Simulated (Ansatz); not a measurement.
# MoS2: the cost of one run

Method: DFT r²SCAN+U (U_eff = 3 eV on Mo d), plane waves, PAW, in Ansatz 0.2.0.

**1. The system as given**

It takes space group R3m (No. 160, trigonal). Conventional cell: a = 3.163 Å, b = 3.163 Å, c = 18.370 Å, α = 90.00°, β = 90.00°, γ = 120.00°. Mo (site symmetry 3m) has 6 S at 2.36 Å as nearest neighbours. S (site symmetry 3m) has 3 Mo at 2.36 Å as nearest neighbours.

Coordinates:

```cif
data_structure
_symmetry_space_group_name_H-M 'P 1'
_symmetry_Int_Tables_number 1
_cell_length_a 6.3898
_cell_length_b 6.3898
_cell_length_c 6.3898
_cell_angle_alpha 28.660
_cell_angle_beta 28.660
_cell_angle_gamma 28.660
_cell_volume 53.05
loop_
_atom_site_label
_atom_site_type_symbol
_atom_site_fract_x
_atom_site_fract_y
_atom_site_fract_z
_atom_site_occupancy
Mo1 Mo 0.00000 0.00000 0.00000 1
S1 S 0.74840 0.74840 0.74840 1
S2 S 0.58490 0.58490 0.58490 1
```

Magnetic order typed: ferromagnetic.

**2. From atoms, symmetry kept, no search**

The input, input.yaml:

```yaml
crystal:
  lattice:
    - [1.58149989, 0.91307939, 6.12332821]
    - [-1.58149989, 0.91307939, 6.12332821]
    - [0.0, -1.82615878, 6.12332821]
  atoms:
    - { symbol: Mo, position: [0.0, 0.0, 0.0], spin: 2.0 }
    - { symbol: S, position: [0.7484, 0.7484, 0.7484] }
    - { symbol: S, position: [0.5849, 0.5849, 0.5849] }
basis:
  ecutwfc: 500
  ecutrho_ratio: 4
kpoints:
  mp_grid: { grid: [7, 7, 7] }
hamiltonian:
  xc: r2scan
  hubbard: { sites: [{ site: 0, l: d, u_eff: 3.0 }] }
scf:
  occupations: { method: gaussian, width: 0.05 }
  lower_state_search: "off"
  max_iter: 150
output:
  forces: true
  stress: true
  eigenvalues: true
  populations: true
  hubbard: { sites: [{ site: 0, l: d }] }
magnetization:
  spin_polarized: true
```

Launch:

```sh
> ansatz run input.yaml --threads 4 --pin off --max-ram 6144MiB --backend cpu --events-out ev --progress --plain --runs-dir out
```

Q: Estimate wall time and peak memory on 4 threads of Intel Xeon at 2.50GHz (Skylake/Cascade Lake), shared host.

About 30 s, with a peak of 0.63 GiB.
